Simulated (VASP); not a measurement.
Runs of VASP 6.6.1 on BN. It takes space group F-43m (No. 216, cubic). The conventional cell has a = 3.626 Å, b = 3.626 Å, c = 3.626 Å, α = 90.00°, β = 90.00°, γ = 90.00°. N (site symmetry -43m) is surrounded by 4 B at 1.57 Å. Around B (site symmetry -43m) lie 4 N at 1.57 Å. The cell is a database's computed one.

```tsv
task	level	potentials or basis	cell	k mesh	cutoff (eV)	smearing	grid for exact exchange (PRECFOCK)	exchange at q = 0	other keys	mesh quality	gap on the mesh (eV)	pressure (GPa)
single point	PBE0+D3	VASP PAW PBE potentials, release 64 (N, B)	as given	7 × 7 × 7	520	gaussian 0.1 eV	Fast	truncated	-	coarse	(b)	(a)
single point	revPBE+D2	VASP PAW PBE potentials, release 64 (N, B)	cell strained at random at fixed volume	13 × 13 × 13	600	gaussian 0.1 eV	-	-	AMIX = 0.1; ENCUT = 600	not flagged	4.04	-2.1
single point	RPBE	VASP PAW PBE potentials, release 64 (N, B)	as given	13 × 13 × 13	520	gaussian 0.1 eV	-	-	-	not flagged	4.55	5.6
electric field gradients	r2SCAN0+D3(BJ)	VASP PAW PBE potentials, release 64 (N_GW, B_GW)	as given	7 × 7 × 7	550	fermi-dirac 0.02 eV	Fast	truncated	-	coarse	7.13	-15.2
```

Alike in all rows: no spin polarisation.

**Question.** Fill in the values left out.

**Answer.** (a) -11.8; (b) 6.80.

Caveats: some runs use coarse meshes; an odd mesh through Γ misses points on the zone boundary, where band edges often lie; the PAW data sets were made with another functional, which shifts forces and pressure a little (some runs); so large a pressure means that the cell lies far from this level's equilibrium, or that cutoff or potentials fall short (some runs); the potentials were made for another functional, which shifts forces and pressure (some runs).

Runs at the PBE level aren't shown here.
